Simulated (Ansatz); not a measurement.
## Barrier of one jump, B in Ti

These are results of DFT PBE, scalar-relativistic, plane waves, PAW (Ansatz 0.2.0), not measurements. Run with 420 eV cutoff, 4×4×4 k-mesh, shifted by half a step, Gaussian smearing of 0.10 eV, no spin polarisation.

In a supercell of 18 host sites, interstitial B hops to an equivalent place, moving 2.29 Å between the relaxed ends. Climbing-image nudged elastic band at fixed cell with images 0 (start) to 6 (end), the path measured over all atoms, converged to 0.05 eV/Å; the order of the saddle wasn't checked, and the small cell leaves errors of about a tenth of an eV.

Command:

```bash
ansatz run input.yaml --threads 4 --pin off --max-ram 10240MiB --backend cpu --events-out ev --progress --plain --runs-dir out
```

Input:

```yaml
crystal:
  lattice:
    - [2.2897681504, -3.9659947741, 5.6643452958]
    - [2.2897681504, 3.9659947741, 5.6643452958]
    - [-4.5795363009, 0.0, 5.6643452958]
  atoms:
    - { symbol: Ti, position: [0.340776197, 0.3286035509, 0.3286142693] }
    - { symbol: Ti, position: [0.5021282422, 0.4978299497, 0.4978322334] }
    - { symbol: Ti, position: [0.6666772278, 0.6666577059, 0.6666638699] }
    - { symbol: Ti, position: [0.8312007402, 0.8354881655, 0.8354899163] }
    - { symbol: Ti, position: [0.9925591538, 0.0047173616, 0.0047620406] }
    - { symbol: Ti, position: [0.1666561055, 0.1666756275, 0.1666694635] }
    - { symbol: Ti, position: [0.7562337307, 0.4387092519, 0.0717334145] }
    - { symbol: Ti, position: [0.9254772088, 0.5809064368, 0.2502837276] }
    - { symbol: Ti, position: [0.0910531726, 0.7453910581, 0.4171468725] }
    - { symbol: Ti, position: [0.2422692775, 0.916209105, 0.5879619231] }
    - { symbol: Ti, position: [0.4078566995, 0.0830496298, 0.7524496682] }
    - { symbol: Ti, position: [0.5770586286, 0.2616216409, 0.8946484155] }
    - { symbol: Ti, position: [0.0910678734, 0.4170939638, 0.7454371286] }
    - { symbol: Ti, position: [0.2422676178, 0.587925437, 0.9162565088] }
    - { symbol: Ti, position: [0.4078252431, 0.752444033, 0.0830841621] }
    - { symbol: Ti, position: [0.5770656197, 0.8946339228, 0.2616286767] }
    - { symbol: Ti, position: [0.7562522939, 0.0717349654, 0.4387067924] }
    - { symbol: Ti, position: [0.9254820559, 0.250265003, 0.5809348455] }
    - { symbol: B, position: [0.666657602, 0.1666684858, 0.1666760871] }
basis:
  ecutwfc: 420
  xc_grid: 2
kpoints:
  mp_grid: { grid: [4, 4, 4], shift: [0.5, 0.5, 0.5] }
hamiltonian:
  xc: pbe
scf:
  occupations: { method: gaussian, width: 0.1 }
output:
  forces: true
neb:
  images: 5
  f_tol: 0.05
  max_iterations: 70
  order_check: false
  final_atoms:
    - { symbol: Ti, position: [0.3333361301, 0.3333227722, 0.3333422941] }
    - { symbol: Ti, position: [0.5021677666, 0.4978717578, 0.5021700503] }
    - { symbol: Ti, position: [0.6713857307, 0.659223803, 0.6713964491] }
    - { symbol: Ti, position: [0.8333305365, 0.8333438945, 0.8333243725] }
    - { symbol: Ti, position: [0.9952379594, 0.0074408462, -0.0047173616] }
    - { symbol: Ti, position: [0.1645100837, 0.1687992598, 0.1645118345] }
    - { symbol: Ti, position: [0.7383713233, 0.4229343803, 0.1053660772] }
    - { symbol: Ti, position: [0.9169158379, 0.5921747569, 0.247555967] }
    - { symbol: Ti, position: [0.0837434912, 0.7577323822, 0.412074563] }
    - { symbol: Ti, position: [0.2545628714, 0.9089321266, 0.5829060362] }
    - { symbol: Ti, position: [0.4190651545, 0.0745179441, 0.749734997] }
    - { symbol: Ti, position: [0.5612932076, 0.2437477061, 0.9282650346] }
    - { symbol: Ti, position: [0.1053515845, 0.4229413714, 0.7383783591] }
    - { symbol: Ti, position: [0.2475503318, 0.5921433005, 0.9169503702] }
    - { symbol: Ti, position: [0.4120380769, 0.7577307225, 0.083790895] }
    - { symbol: Ti, position: [0.5828531275, 0.9089468274, 0.2546089419] }
    - { symbol: Ti, position: [0.7497162724, 0.0745227912, 0.4190935632] }
    - { symbol: Ti, position: [0.9282665855, 0.2437662693, 0.5612907481] }
    - { symbol: B, position: [0.8333239129, 0.333342398, -0.1666684858] }
```

Course of the band:

```
iteration largest band force (eV/Å) climbing image energies over image 0 (eV)
        1                      8.047            none  0.000 1.033 3.416 4.838 3.416 1.033 0.000
        2                      4.040            none  0.000 0.485 1.750 2.623 1.750 0.485 0.000
        3                      1.660            none  0.000 0.320 1.102 1.643 1.102 0.320 0.000
        4                      0.657            none  0.000 0.286 0.911 1.321 0.910 0.286 0.000
        5                      0.299               3  0.000 0.294 0.889 1.235 0.889 0.294 0.000
        6                      0.178               3  0.000 0.302 0.898 1.218 0.898 0.302 0.000
        7                      0.157               3  0.000 0.309 0.912 1.202 0.912 0.309 0.000
        8                      0.139               3  0.000 0.322 0.943 1.167 0.943 0.322 0.000
        9                      0.103               3  0.000 0.334 0.957 1.150 0.957 0.333 0.000
       10                      0.088               3  0.000 0.357 0.983 1.142 0.983 0.357 0.000
       11                      0.026               3  0.000 0.349 0.973 1.141 0.973 0.349 0.000
```

Final band:

```
image path (Å) E − E(0) (eV) B x (Å) B y (Å) B z (Å) force on B (eV/Å)
    0      0.00          0.000    1.145   -1.983    5.664               0.00
    1      0.56          0.349    1.451   -2.181    5.702               0.88
    2      1.12          0.973    1.834   -2.363    5.717               0.63
    3      1.68          1.141    2.290   -2.502    5.664               0.01
    4      2.24          0.973    2.745   -2.363    5.611               0.63
    5      2.80          0.349    3.129   -2.181    5.627               0.88
    6      3.36          0.000    3.435   -1.983    5.664               0.00
```

Barrier 1.14 eV. Time: 22 min on 4 threads of Intel(R) Xeon(R) 6975P-C (Granite Rapids), on a shared host, peak memory 5.3 GiB.